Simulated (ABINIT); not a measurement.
# AlCo (Pm-3m) in ABINIT: notebook

One crystal, AlCo, is run at these levels: PBEsol; tasks: band structure, equation of state.

Program: ABINIT 10.8.3 (patched build). These are calculated values, not measurements. Logs are shortened: lines on timing, memory, paths and dates and some standing lists are left out, and cuts for length are marked. The log counts tension as positive stress, the text compression.

## (1) The structure

The structure is cubic, space group Pm-3m (No. 221). Conventional cell: a = 2.819 Å, b = 2.819 Å, c = 2.819 Å, α = 90.00°, β = 90.00°, γ = 90.00°. Co (site symmetry m-3m) has 8 Al at 2.44 Å as nearest neighbours. Around Al (site symmetry m-3m) lie 8 Co at 2.44 Å.

The cell is a database's computed one.

## (2) Band structure, PBEsol, collinear spin, ferromagnetic start

run.abi reads:

```
# Datasets: ground state, then fixed potential
ndtset 2

# Pseudopotentials
pp_dirpath "./"
pseudos "Co.upf, Al.upf"

# Structure
acell 2.81940321 2.81940321 2.81940321 Angstrom
rprim
     1.0000000000     0.0000000000     0.0000000000
     0.0000000000     1.0000000000     0.0000000000
     0.0000000000     0.0000000000     1.0000000000
ntypat 2
znucl 27 13
natom 2
typat 1 2
xred
     0.5000000000     0.5000000000     0.5000000000
     0.0000000000     0.0000000000     0.0000000000

# Plane-wave basis
ecut 1306.146540 eV

# Exchange and correlation
ixc -116133

# Bands and occupations
occopt 3
tsmear 0.05 eV

# Spin
nsppol 2
spinat
     0.0000000000     0.0000000000     2.0000000000
     0.0000000000     0.0000000000     0.0000000000

# SCF cycle
nstep 100

# Output
iomode 3
prtwf 0
prteig 0
prtebands 0
enunit 1
prtden1 1

# Dataset 1
kptopt1 1
ngkpt1 9 9 9
nshiftk1 1
shiftk1 0.0 0.0 0.0
nband1 15
tolvrs1 1.0e-10

# Dataset 2: bands along G-X-M-G-R-X
iscf2 -2
getden2 1
nband2 21
nbdbuf2 4
tolwfr2 1.0e-11
kptopt2 -5
ndivsm2 5
prteig2 1
kptbounds2
     0.0000000000     0.0000000000     0.0000000000
     0.0000000000     0.5000000000     0.0000000000
     0.5000000000     0.5000000000     0.0000000000
     0.0000000000     0.0000000000     0.0000000000
     0.5000000000     0.5000000000     0.5000000000
     0.0000000000     0.5000000000     0.0000000000
```

Potentials or basis: PseudoDojo NC SR PBEsol v0.4.1 standard.

The run is started by

```sh
$ abinit run.abi > log 2>&1
```

run.abo:

```text
.Version 10.8.3 of ABINIT
 DATASET    1 : space group Pm -3 m (#221); Bravais cP (primitive cubic)
================================================================================
 Values of the parameters that define the memory need for DATASET  1.
     intxc =       0    ionmov =       0      iscf =       7    lmnmax =       6
     lnmax =       6     mgfft =      36  mpssoang =       3    mqgrid =    3001
     natom =       2  nloc_mem =       1    nspden =       2   nspinor =       1
    nsppol =       2      nsym =      48    n1xccc =    2501    ntypat =       2
    occopt =       3   xclevel =       2
       mpw =        2429          nfft =       46656          nkpt =          35
================================================================================
================================================================================

 DATASET    2 : space group Pm -3 m (#221); Bravais cP (primitive cubic)
================================================================================
 Values of the parameters that define the memory need for DATASET  2.
     intxc =       0    ionmov =       0      iscf =      -2    lmnmax =       6
     lnmax =       6     mgfft =      36  mpssoang =       3    mqgrid =    3001
     natom =       2  nloc_mem =       1    nspden =       2   nspinor =       1
    nsppol =       2      nsym =      48    n1xccc =    2501    ntypat =       2
    occopt =       3   xclevel =       2
       mpw =        2429          nfft =       46656          nkpt =          34
================================================================================
================================================================================

--------------------------------------------------------------------------------
------------- Echo of variables that govern the present computation ------------
--------------------------------------------------------------------------------
 -outvars: echo values of preprocessed input variables --------
            acell      5.3278999054E+00  5.3278999054E+00  5.3278999054E+00 Bohr
              amu      5.89332000E+01  2.69815390E+01
             ecut      4.80000000E+01 Hartree
           enunit           1
           getden1          0
           getden2          1
             iscf1          7
             iscf2         -2
              ixc     -116133
           jdtset        1    2
           kptopt1          1
           kptopt2         -5
         kptrlatt        9    0    0      0    9    0      0    0    9
          kptrlen1     4.79510991E+01
          kptrlen2     3.00000000E+01
            natom           2
            nband1         15
            nband2         21
           nbdbuf1          0
           nbdbuf2          4
           ndtset           2
           ndivsm1          0
           ndivsm2          5
            ngfft          36      36      36
             nkpt1         35
             nkpt2         34
           nspden           2
           nsppol           2
            nstep         100
             nsym          48
           ntypat           2
           occopt           3
        prtebands           0
           prteig1          0
           prteig2          1
            prtwf           0
           shiftk1     0.00000000E+00  0.00000000E+00  0.00000000E+00
           shiftk2     5.00000000E-01  5.00000000E-01  5.00000000E-01
          spgroup         221
           spinat      0.0000000000E+00  0.0000000000E+00  2.0000000000E+00
                       0.0000000000E+00  0.0000000000E+00  0.0000000000E+00
           tolvrs1     1.00000000E-10
           tolvrs2     0.00000000E+00
           tolwfr1     0.00000000E+00
           tolwfr2     1.00000000E-11
           tsmear      1.83746611E-03 Hartree
[... 767 lines left out ...]
lattice_angles: [ 90.000,  90.000,  90.000, ] # degrees, (23, 13, 12)
lattice_volume:   1.5124052E+02
convergence: {deltae:  0.000E+00, res2:  0.000E+00, residm:  9.979E-12, diffor:  0.000E+00, }
etotal    :  -1.55194075E+02
entropy   :   0.00000000E+00
fermie    :   4.26677152E-01
cartesian_stress_tensor: null
pressure_GPa: null
xred      :
- [  5.0000E-01,   5.0000E-01,   5.0000E-01, Co]
- [  0.0000E+00,   0.0000E+00,   0.0000E+00, Al]
cartesian_forces: null
force_length_stats: {min: null, max: null, mean: null, }
...

 Integrated electronic and magnetization densities in atomic spheres:
 ------------------------------------------------------------------------------------------------------------
 Radius=ratsph(iatom), smearing ratsm=  0.0000. Diff(up-dn)=approximate z local magnetic moment.
    Atom    Radius    up_density   dn_density  Total(up+dn)  Diff(up-dn)
    1 Co   2.00000     7.703893     7.703893     15.407786    -0.000000
    2 Al   2.00000     0.520995     0.520995      1.041989     0.000000
 ------------------------------------------------------------------------------------------------------------
  Sum:                 8.224888     8.224888     16.449775    -0.000000
 Total magnetization (from the atomic spheres):               -0.000000
 Total magnetization (exact up - dn):                         -0.000000

================================================================================

 ----iterations are completed or convergence reached----

 Mean square residual over all n,k,spin=   48.930E-13; max=  99.789E-13
 reduced coordinates (array xred) for    2 atoms
       0.500000000000      0.500000000000      0.500000000000
       0.000000000000      0.000000000000      0.000000000000

 cartesian coordinates (angstrom) at end:
    1      1.40970160500000     1.40970160500000     1.40970160500000
    2      0.00000000000000     0.00000000000000     0.00000000000000
 length scales=  5.327899905405  5.327899905405  5.327899905405 bohr
              =  2.819403210000  2.819403210000  2.819403210000 angstroms
 Eigenvalues (   eV  ) for nkpt=  34  k points, SPIN UP:
 kpt#   1, nband= 21, wtk=  1.00000, kpt=  0.0000  0.0000  0.0000 (reduced coord)
 -82.88311  -46.29827  -46.29827  -46.29827    0.32634    8.48661    8.48661   10.81222
  10.81222   10.81222   17.73637   17.73637   17.73637   20.53044   20.53044   27.34713
  33.57404   33.57404   33.57404   35.57977   35.57977
 kpt#   2, nband= 21, wtk=  1.00000, kpt=  0.0000  0.1000  0.0000 (reduced coord)
 -82.88276  -46.30300  -46.29789  -46.29789    0.52029    8.46643    8.54098   10.70621
  10.70621   10.82350   16.18768   18.00670   18.00670   20.49849   21.93993   27.96619
  31.80227   31.80227   33.56439   33.60755   36.06626
 kpt#   3, nband= 21, wtk=  1.00000, kpt=  0.0000  0.2000  0.0000 (reduced coord)
 -82.88186  -46.31537  -46.29690  -46.29690    1.09507    8.29435    8.68751   10.45036
  10.45036   10.85316   14.06930   18.75843   18.75843   20.40656   23.63428   29.35540
  29.35540   29.89096   31.35169   33.53815   33.78260
 kpt#   4, nband= 21, wtk=  1.00000, kpt=  0.0000  0.3000  0.0000 (reduced coord)
 -82.88074  -46.33064  -46.29568  -46.29568    2.02874    7.64172    8.87778   10.16805
  10.16805   10.89010   12.57831   19.87424   19.87424   20.27368   24.90649   27.05307
  27.05307   29.66475   31.42908   32.99353   33.50374
 kpt#   5, nband= 21, wtk=  1.00000, kpt=  0.0000  0.4000  0.0000 (reduced coord)
[... 104 lines left out ...]
 -82.87673  -46.34362  -46.31150  -46.31115    5.67710    6.44559    8.88660    9.58656
  10.18039   10.66866   11.84655   18.06268   18.58936   19.35353   19.69527   26.38133
  29.66245   30.92668   32.86981   33.75782   35.61250
 kpt#  32, nband= 21, wtk=  1.00000, kpt=  0.1429  0.5000  0.1429 (reduced coord)
 -82.87815  -46.34569  -46.30269  -46.30247    5.17635    5.57626    9.31134    9.38546
  10.22071   10.55495   11.80835   18.70918   20.21841   20.62694   20.98130   26.85985
  28.91273   31.02572   31.19134   31.82676   35.60813
 kpt#  33, nband= 21, wtk=  1.00000, kpt=  0.0714  0.5000  0.0714 (reduced coord)
 -82.87913  -46.34716  -46.29653  -46.29646    4.85290    5.00328    9.15471    9.75103
   9.96735   10.83555   11.80282   19.54941   21.69176   21.75355   22.63918   24.63832
  27.95669   29.17523   29.52992   32.50731   37.33010
 kpt#  34, nband= 21, wtk=  1.00000, kpt=  0.0000  0.5000  0.0000 (reduced coord)
 -82.87948  -46.34769  -46.29432  -46.29432    4.74153    4.80610    9.10422    9.88557
   9.88557   10.93175   11.80658   20.09430   22.39498   22.39498   23.61728   23.61728
  26.90505   28.29521   28.43723   33.46248   37.91221
 Eigenvalues (   eV  ) for nkpt=  34  k points, SPIN DOWN:
 kpt#   1, nband= 21, wtk=  1.00000, kpt=  0.0000  0.0000  0.0000 (reduced coord)
 -82.88311  -46.29827  -46.29827  -46.29827    0.32634    8.48661    8.48661   10.81222
  10.81222   10.81222   17.73637   17.73637   17.73637   20.53044   20.53044   27.34713
  33.57404   33.57404   33.57404   35.57977   35.57977
 kpt#   2, nband= 21, wtk=  1.00000, kpt=  0.0000  0.1000  0.0000 (reduced coord)
 -82.88277  -46.30300  -46.29789  -46.29789    0.52029    8.46643    8.54098   10.70621
  10.70621   10.82350   16.18768   18.00670   18.00670   20.49849   21.93993   27.96619
  31.80227   31.80227   33.56439   33.60755   36.06626
 kpt#   3, nband= 21, wtk=  1.00000, kpt=  0.0000  0.2000  0.0000 (reduced coord)
 -82.88186  -46.31537  -46.29690  -46.29690    1.09507    8.29435    8.68751   10.45036
  10.45036   10.85316   14.06930   18.75843   18.75843   20.40656   23.63428   29.35540
  29.35540   29.89096   31.35169   33.53815   33.78260
 kpt#   4, nband= 21, wtk=  1.00000, kpt=  0.0000  0.3000  0.0000 (reduced coord)
 -82.88074  -46.33064  -46.29568  -46.29568    2.02874    7.64172    8.87778   10.16805
  10.16805   10.89010   12.57831   19.87424   19.87424   20.27368   24.90649   27.05307
  27.05307   29.66475   31.42908   32.99353   33.50374
 kpt#   5, nband= 21, wtk=  1.00000, kpt=  0.0000  0.4000  0.0000 (reduced coord)
[... 105 lines left out ...]
  10.18039   10.66866   11.84655   18.06268   18.58936   19.35353   19.69527   26.38133
  29.66245   30.92668   32.86981   33.75782   35.61250
 kpt#  32, nband= 21, wtk=  1.00000, kpt=  0.1429  0.5000  0.1429 (reduced coord)
 -82.87815  -46.34570  -46.30269  -46.30247    5.17635    5.57626    9.31134    9.38546
  10.22071   10.55495   11.80835   18.70918   20.21841   20.62694   20.98130   26.85985
  28.91273   31.02572   31.19134   31.82676   35.60813
 kpt#  33, nband= 21, wtk=  1.00000, kpt=  0.0714  0.5000  0.0714 (reduced coord)
 -82.87913  -46.34716  -46.29653  -46.29646    4.85290    5.00328    9.15471    9.75103
   9.96735   10.83555   11.80282   19.54941   21.69176   21.75355   22.63918   24.63832
  27.95669   29.17523   29.52992   32.50731   37.33010
 kpt#  34, nband= 21, wtk=  1.00000, kpt=  0.0000  0.5000  0.0000 (reduced coord)
 -82.87948  -46.34769  -46.29432  -46.29432    4.74153    4.80610    9.10422    9.88557
   9.88557   10.93175   11.80658   20.09430   22.39498   22.39498   23.61728   23.61728
  26.90505   28.29521   28.43723   33.46248   37.91221

== END DATASET(S) ==============================================================
================================================================================

 -outvars: echo values of variables after computation  --------
            acell      5.3278999054E+00  5.3278999054E+00  5.3278999054E+00 Bohr
           etotal1    -1.5519407542E+02
            fcart1    -0.0000000000E+00 -0.0000000000E+00 -0.0000000000E+00
                      -0.0000000000E+00 -0.0000000000E+00 -0.0000000000E+00
           strten1    -2.3026567656E-05 -2.3026567656E-05 -2.3026567656E-05
                       0.0000000000E+00  0.0000000000E+00  0.0000000000E+00
           xangst      1.4097016050E+00  1.4097016050E+00  1.4097016050E+00
                       0.0000000000E+00  0.0000000000E+00  0.0000000000E+00
             xred      5.0000000000E-01  5.0000000000E-01  5.0000000000E-01
                       0.0000000000E+00  0.0000000000E+00  0.0000000000E+00
 Calculation completed.
```

Wall time 2.7 min (1 thread of Intel Xeon Platinum 8488C (Sapphire Rapids), shared host); peak memory 0.12 GiB.

Results:

- Free energy: -4223.0459 eV
- Pressure: 0.7 GPa
- Band gap on the k mesh: none (metal or under the smearing width)
- Net moment: 0.00 μB per cell
- Valence electrons inside the program's atomic spheres: Co 15.41; Al 1.04

Levels at the corners of the path, in eV from the Fermi level:
Spin up:
```csv
point,band 7,band 8,band 9,band 10,band 11,band 12,band 13,band 14
Γ,-3.12,-0.80,-0.80,-0.80,6.13,6.13,6.13,8.92
X,-2.51,-1.72,-1.72,-0.68,0.20,8.48,10.78,10.78
M,-2.74,-2.74,-1.51,-1.51,-0.25,2.51,3.75,13.09
Γ,-3.12,-0.80,-0.80,-0.80,6.13,6.13,6.13,8.92
R,-4.05,-0.21,-0.21,2.38,2.38,2.38,4.44,5.59
X,-2.51,-1.72,-1.72,-0.68,0.20,8.48,10.78,10.78
```
Spin down:
| point | band 6 | band 7 | band 8 | band 9 | band 10 | band 11 | band 12 | band 13 | band 14 | band 15 |
| --- | --- | --- | --- | --- | --- | --- | --- | --- | --- | --- |
| Γ | -3.12 | -3.12 | -0.80 | -0.80 | -0.80 | 6.13 | 6.13 | 6.13 | 8.92 | 8.92 |
| X | -6.80 | -2.51 | -1.72 | -1.72 | -0.68 | 0.20 | 8.48 | 10.78 | 10.78 | 12.01 |
| M | -3.21 | -2.74 | -2.74 | -1.51 | -1.51 | -0.25 | 2.51 | 3.75 | 13.09 | 16.10 |
| Γ | -3.12 | -3.12 | -0.80 | -0.80 | -0.80 | 6.13 | 6.13 | 6.13 | 8.92 | 8.92 |
| R | -4.05 | -4.05 | -0.21 | -0.21 | 2.38 | 2.38 | 2.38 | 4.44 | 5.59 | 5.59 |
| X | -6.80 | -2.51 | -1.72 | -1.72 | -0.68 | 0.20 | 8.48 | 10.78 | 10.78 | 12.01 |

Caveat: the starting moments collapsed, and a magnetic state may lie lower.

## (3) Equation of state, PBEsol, collinear spin, ferromagnetic start

run.abi reads:

```
# Datasets: one volume each
ndtset 7
getwfk -1
scalecart1 3*0.9795861087
scalecart2 3*0.9864848297
scalecart3 3*0.9932883884
scalecart4 3*1.0000000000
scalecart5 3*1.0066227096
scalecart6 3*1.0131594038
scalecart7 3*1.0196128224

# Pseudopotentials
pp_dirpath "./"
pseudos "Co.GGA_PBE-JTH.xml, Al.GGA_PBE-JTH.xml"

# Structure
acell 2.81940321 2.81940321 2.81940321 Angstrom
rprim
     1.0000000000     0.0000000000     0.0000000000
     0.0000000000     1.0000000000     0.0000000000
     0.0000000000     0.0000000000     1.0000000000
ntypat 2
znucl 27 13
natom 2
typat 1 2
xred
     0.5000000000     0.5000000000     0.5000000000
     0.0000000000     0.0000000000     0.0000000000

# Plane-wave basis
ecut 707.496042 eV
pawecutdg 48.0
pawxcdev 0

# k points
kptopt 1
ngkpt 9 9 9
nshiftk 1
shiftk 0.0 0.0 0.0

# Exchange and correlation
ixc -116133

# Bands and occupations
nband 15
occopt 3
tsmear 0.05 eV

# Spin
nsppol 2
spinat
     0.0000000000     0.0000000000     2.0000000000
     0.0000000000     0.0000000000     0.0000000000

# SCF cycle
nstep 100
tolvrs 1.0e-9

# Output
iomode 3
prtwf 1
prtden 0
prteig 0
prtebands 0
enunit 1
```

Potentials or basis: JTH PAW PBE v2.0.

The run is started by

```sh
$ abinit run.abi > log 2>&1
```

run.abo:

```text
.Version 10.8.3 of ABINIT
 DATASET    1 : space group Pm -3 m (#221); Bravais cP (primitive cubic)
================================================================================
 Values of the parameters that define the memory need for DATASET  1.
     intxc =       0    ionmov =       0      iscf =      17    lmnmax =      18
     lnmax =       6     mgfft =      24  mpssoang =       3    mqgrid =    3001
     natom =       2  nloc_mem =       2    nspden =       2   nspinor =       1
    nsppol =       2      nsym =      48    n1xccc =       1    ntypat =       2
    occopt =       3   xclevel =       2
       mpw =         922          nfft =       13824          nkpt =          35
 PAW method is used; the additional fine FFT grid is defined by:
   mgfftf=        36    nfftf =     46656
================================================================================
================================================================================
[... 71 lines left out ...]
 DATASET    7 : space group Pm -3 m (#221); Bravais cP (primitive cubic)
================================================================================
 Values of the parameters that define the memory need for DATASET  7.
     intxc =       0    ionmov =       0      iscf =      17    lmnmax =      18
     lnmax =       6     mgfft =      27  mpssoang =       3    mqgrid =    3001
     natom =       2  nloc_mem =       2    nspden =       2   nspinor =       1
    nsppol =       2      nsym =      48    n1xccc =       1    ntypat =       2
    occopt =       3   xclevel =       2
       mpw =        1028          nfft =       19683          nkpt =          35
 PAW method is used; the additional fine FFT grid is defined by:
   mgfftf=        36    nfftf =     46656
[... 1496 lines left out ...]
           etotal3    -1.4846683674E+02
           etotal4    -1.4846721629E+02
           etotal5    -1.4846718164E+02
           etotal6    -1.4846677489E+02
           etotal7    -1.4846603513E+02
            fcart1    -0.0000000000E+00 -0.0000000000E+00 -0.0000000000E+00
                      -0.0000000000E+00 -0.0000000000E+00 -0.0000000000E+00
            fcart2    -0.0000000000E+00 -0.0000000000E+00 -0.0000000000E+00
                      -0.0000000000E+00 -0.0000000000E+00 -0.0000000000E+00
            fcart3    -0.0000000000E+00 -0.0000000000E+00 -0.0000000000E+00
                      -0.0000000000E+00 -0.0000000000E+00 -0.0000000000E+00
            fcart4    -0.0000000000E+00 -0.0000000000E+00 -0.0000000000E+00
                      -0.0000000000E+00 -0.0000000000E+00 -0.0000000000E+00
            fcart5    -0.0000000000E+00 -0.0000000000E+00 -0.0000000000E+00
                      -0.0000000000E+00 -0.0000000000E+00 -0.0000000000E+00
[... 38 lines left out ...]
                       0.0000000000E+00  0.0000000000E+00  0.0000000000E+00
           xangst1     1.3809241097E+00  1.3809241097E+00  1.3809241097E+00
                       0.0000000000E+00  0.0000000000E+00  0.0000000000E+00
           xangst2     1.3906492477E+00  1.3906492477E+00  1.3906492477E+00
                       0.0000000000E+00  0.0000000000E+00  0.0000000000E+00
           xangst3     1.4002402354E+00  1.4002402354E+00  1.4002402354E+00
                       0.0000000000E+00  0.0000000000E+00  0.0000000000E+00
           xangst4     1.4097016050E+00  1.4097016050E+00  1.4097016050E+00
                       0.0000000000E+00  0.0000000000E+00  0.0000000000E+00
           xangst5     1.4190376494E+00  1.4190376494E+00  1.4190376494E+00
                       0.0000000000E+00  0.0000000000E+00  0.0000000000E+00
           xangst6     1.4282524377E+00  1.4282524377E+00  1.4282524377E+00
                       0.0000000000E+00  0.0000000000E+00  0.0000000000E+00
           xangst7     1.4373498322E+00  1.4373498322E+00  1.4373498322E+00
                       0.0000000000E+00  0.0000000000E+00  0.0000000000E+00
             xred      5.0000000000E-01  5.0000000000E-01  5.0000000000E-01
                       0.0000000000E+00  0.0000000000E+00  0.0000000000E+00
 Calculation completed.
```

It took 5.5 min on 1 thread of Intel Xeon Platinum 8488C (Sapphire Rapids), shared host; peak memory 0.17 GiB.

What came out:

```yaml
Equilibrium_volume: 11.30 Å³/atom
Bulk_modulus: 194 GPa
Pressure_derivative_of_the_bulk_modulus: 4.2
```

Energy against volume, from the lowest point:
| volume (Å³/atom) | energy (meV/atom) |
| --- | --- |
| 10.533 | 34.80 |
| 10.758 | 16.56 |
| 10.982 | 5.16 |
| 11.206 | 0.00 |
| 11.430 | 0.47 |
| 11.654 | 6.01 |
| 11.878 | 16.07 |

Caveat: pressures at fixed basis lie under the slope of the energies; the PAW data sets were made with another functional, which shifts forces and pressure a little.
